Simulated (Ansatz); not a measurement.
# Aluminium, hcp under LDA: ground state and equation of state, part 2 of 2

Aim: take aluminium in the hcp structure, relax it, solve it on a dense k-mesh, switch on spin-orbit coupling, then scale the cell to 7 volumes from 88 to 112 % of the relaxed one and try a fit of the equation of state. The k-meshes are 13×13×7 for the relaxation; 21×21×11 for the dense run; 13×13×7 for spin-orbit coupling; 14×14×8 for the volumes.

Ansatz 0.2.0; DFT, LDA (PW92), plane waves (420 eV) with PAW, scalar-relativistic.

## (9) Equation of state: 104 %

This is Al in the hcp structure; at room conditions it is fcc.

The input, input.yaml:

```yaml
crystal:
  lattice:
    - [2.8733028581, 0.0, 0.0]
    - [-1.4366514291, 2.4883532679, 0.0]
    - [0.0, 0.0, 4.63353608]
  atoms:
    - { symbol: Al, position: [0.3333333333, 0.6666666667, 0.25] }
    - { symbol: Al, position: [0.6666666667, 0.3333333333, 0.75] }
hamiltonian:
  xc: lda
  pseudopotentials:
    kind: paw
    azcp:
      Al: "pseudopotentials/Al.paw.azcp"
basis:
  ecutwfc: 420
  fft_grid_basis: typed
kpoints:
  mp_grid: { grid: [14, 14, 8], shift: [0, 0, 0] }
magnetization:
  spin_polarized: false
scf:
  occupations: { method: fermi_dirac, width: 0.1 }
  lower_state_search: "off"
output:
  stress: true
```

Standard output (excerpt; [...] marks lines left out):

```text
Warning: <dir> the record states the generating functional pbe (its physics header spells it `PBE`), which answers neither for hamiltonian.xc's functional nor for the lda family's — results may be inconsistent (PPs are generated against a specific XC)
Warning: RAYON_NUM_THREADS=2 ignored (pool sized by the plan → 2); use --threads N
[...]
Pseudopotentials: kind: paw
Pseudopotential: Al, paw, valence charge 3, recommended cutoff 420 eV (normal), <dir>
Functional definition: SPW92
[...]
Crystal: 2 atoms, lattice volume = 33.129 Å³
Basis set: ecut = 420 eV, 639 PW (Γ)
Bands: 7, of which v1, the nominal top of the filled ones, is band 3 counted from 1 (2 counted from 0)
Symmetry: 24 space group operations
Space group: P63/mmc (ITA 194), of the structure as read, at distance tolerance 3.2e-5 Å
k-points: 120 of 1568
[...]
SCF iter   1: F=—  HF=-1025.685315 eV  |F-HF|=—  |Δ(HF+E_count)|=         —  Δρ=4.02e-3  dr2=6.00e-3  ethr=1.77e-3  ⟨swp⟩=5.3  Hψ=6980  notcnv=0
[...]
SCF iter   6: F=-1025.682975 eV  HF=-1025.682975 eV  |F-HF|=6.82e-13  |Δ(HF+E_count)|=  1.09e-11  Δρ=4.66e-8  dr2=2.56e-13  ethr=1.00e-12  ⟨swp⟩=1.0  Hψ=2048  notcnv=0
[...]
SCF converged after 6 iterations
Free energy (F): -1025.682975 eV
[...]
E sigma→0 (E₀):  -1025.668121 eV
Entropy (-TS):   -0.029708 eV (-14.854 meV/atom)
Fermi energy:    7.694909 eV
[...]
--- Stress (GPa, compression-positive) ---
       -3.387299      -0.000000       0.000000
       -0.000000      -3.387299       0.000000
        0.000000       0.000000      -1.865072
  P = ⅓ Tr σ = -2.8799 GPa (-28.799 kbar)
```

Wall time 0.7 s (2 threads of Arm Neoverse V2, shared host); peak memory 0.29 GiB.

## (10) Equation of state: 108 %

input.yaml, as its differences from that of step 9:

```diff
@@ -2,5 +2,5 @@
   lattice:
-    - [2.8733028581, 0.0, 0.0]
-    - [-1.4366514291, 2.4883532679, 0.0]
-    - [0.0, 0.0, 4.63353608]
+    - [2.9096776419, 0.0, 0.0]
+    - [-1.4548388209, 2.5198547547, 0.0]
+    - [0.0, 0.0, 4.6921946626]
   atoms:
```

Standard output (excerpt; [...] marks lines left out):

```text
Warning: <dir> the record states the generating functional pbe (its physics header spells it `PBE`), which answers neither for hamiltonian.xc's functional nor for the lda family's — results may be inconsistent (PPs are generated against a specific XC)
Warning: RAYON_NUM_THREADS=2 ignored (pool sized by the plan → 2); use --threads N
[...]
Pseudopotentials: kind: paw
Pseudopotential: Al, paw, valence charge 3, recommended cutoff 420 eV (normal), <dir>
Functional definition: SPW92
[...]
Crystal: 2 atoms, lattice volume = 34.403 Å³
Basis set: ecut = 420 eV, 687 PW (Γ)
Bands: 7, of which v1, the nominal top of the filled ones, is band 3 counted from 1 (2 counted from 0)
Symmetry: 24 space group operations
Space group: P63/mmc (ITA 194), of the structure as read, at distance tolerance 3.3e-5 Å
k-points: 120 of 1568
[...]
SCF iter   1: F=—  HF=-1025.652711 eV  |F-HF|=—  |Δ(HF+E_count)|=         —  Δρ=3.84e-3  dr2=5.73e-3  ethr=1.77e-3  ⟨swp⟩=5.3  Hψ=6925  notcnv=0
[...]
SCF iter   6: F=-1025.650542 eV  HF=-1025.650542 eV  |F-HF|=6.82e-13  |Δ(HF+E_count)|=  1.09e-11  Δρ=4.88e-8  dr2=2.74e-13  ethr=1.00e-12  ⟨swp⟩=1.0  Hψ=2201  notcnv=0
[...]
SCF converged after 6 iterations
Free energy (F): -1025.650542 eV
[...]
E sigma→0 (E₀):  -1025.635046 eV
Entropy (-TS):   -0.030993 eV (-15.496 meV/atom)
Fermi energy:    7.306246 eV
[...]
--- Stress (GPa, compression-positive) ---
       -5.635199       0.000000       0.000000
        0.000000      -5.635199       0.000000
        0.000000       0.000000      -4.302886
  P = ⅓ Tr σ = -5.1911 GPa (-51.911 kbar)
```

Run time: 0.71 s. Hardware: 2 threads of Arm Neoverse V2, shared host; peak memory 0.29 GiB.

## (11) Equation of state: 112 %

input.yaml, as its differences from that of step 10:

```diff
@@ -2,5 +2,5 @@
   lattice:
-    - [2.9096776419, 0.0, 0.0]
-    - [-1.4548388209, 2.5198547547, 0.0]
-    - [0.0, 0.0, 4.6921946626]
+    - [2.945165013, 0.0, 0.0]
+    - [-1.4725825065, 2.5505877196, 0.0]
+    - [0.0, 0.0, 4.7494221888]
   atoms:
```

Standard output (excerpt; [...] marks lines left out):

```text
Warning: <dir> the record states the generating functional pbe (its physics header spells it `PBE`), which answers neither for hamiltonian.xc's functional nor for the lda family's — results may be inconsistent (PPs are generated against a specific XC)
Warning: RAYON_NUM_THREADS=2 ignored (pool sized by the plan → 2); use --threads N
[...]
Pseudopotentials: kind: paw
Pseudopotential: Al, paw, valence charge 3, recommended cutoff 420 eV (normal), <dir>
Functional definition: SPW92
[...]
Crystal: 2 atoms, lattice volume = 35.677 Å³
Basis set: ecut = 420 eV, 699 PW (Γ)
Bands: 7, of which v1, the nominal top of the filled ones, is band 3 counted from 1 (2 counted from 0)
Symmetry: 24 space group operations
Space group: P63/mmc (ITA 194), of the structure as read, at distance tolerance 3.3e-5 Å
k-points: 120 of 1568
[...]
SCF iter   1: F=—  HF=-1025.603707 eV  |F-HF|=—  |Δ(HF+E_count)|=         —  Δρ=3.67e-3  dr2=5.48e-3  ethr=1.77e-3  ⟨swp⟩=5.3  Hψ=6954  notcnv=0
[...]
SCF iter   6: F=-1025.601672 eV  HF=-1025.601672 eV  |F-HF|=4.55e-13  |Δ(HF+E_count)|=  1.66e-11  Δρ=4.53e-8  dr2=2.32e-13  ethr=1.00e-12  ⟨swp⟩=1.0  Hψ=2073  notcnv=0
[...]
SCF converged after 6 iterations
Free energy (F): -1025.601672 eV
[...]
E sigma→0 (E₀):  -1025.585526 eV
Entropy (-TS):   -0.032292 eV (-16.146 meV/atom)
Fermi energy:    6.941798 eV
[...]
--- Stress (GPa, compression-positive) ---
       -7.428306       0.000000       0.000000
        0.000000      -7.428306       0.000000
        0.000000       0.000000      -6.221182
  P = ⅓ Tr σ = -7.0259 GPa (-70.259 kbar)
```

It took 0.72 s on 2 threads of Arm Neoverse V2, shared host; peak memory 0.29 GiB.

## (12) Energy and pressure against volume

All volumes keep the relaxed shape and fractional coordinates.

| V (Å³/atom) | E − E₀ (meV/atom) | P from the stress (GPa) | P from the fit (GPa) |
| --- | --- | --- | --- |
| 14.016 | 72.1 | 13.73 | 13.69 |
| 14.653 | 29.3 | 8.12 | 8.04 |
| 15.290 | 6.6 | 3.62 | 3.54 |
| 15.927 | 0.0 | 0.01 | -0.07 |
| 16.564 | 6.2 | -2.88 | -2.95 |
| 17.202 | 22.8 | -5.19 | -5.27 |
| 17.839 | 47.5 | -7.03 | -7.13 |

Fit (Birch-Murnaghan, third order): V₀ = 15.914 Å³/atom, B₀ = 81 GPa, B₀′ = 4.5, largest residual 0.02 meV/atom.

The fit is made to E(σ → 0), while the stress belongs to the free energy F; that is one source of the offset between the two pressures.

## (13) Results

The summary covers parts 1 to 2.

```
                      quantity                                   value
space group (spins left aside)                      P6_3/mmc (No. 194)
             conventional cell  a = 2.836 Å, c = 4.573 Å (c/a = 1.613)
                        volume                          15.927 Å³/atom
             shortest distance                                 2.812 Å
               gap on the mesh            none (levels filled in part)
               relative to fcc                            +37 meV/atom
                   V₀, B₀, B₀′             15.914 Å³/atom, 81 GPa, 4.5
```

What this shows: From the guessed start the volume shrank by 4.1 % in 6 steps. It lies 37 meV/atom above the element's reference form at the same level (fcc, from a run of its own). Levels at the Fermi energy are filled in part, as in a metal. The total energy of the spin-orbit run (on a coarser mesh) lies -6 meV/atom from the scalar one; mesh and treatment of the core enter this figure, so it is no spin-orbit energy. The fitted modulus is 81 GPa; letting shape and positions relax at each volume could only lower it. Relaxation kept the symmetry; phonons were not checked.
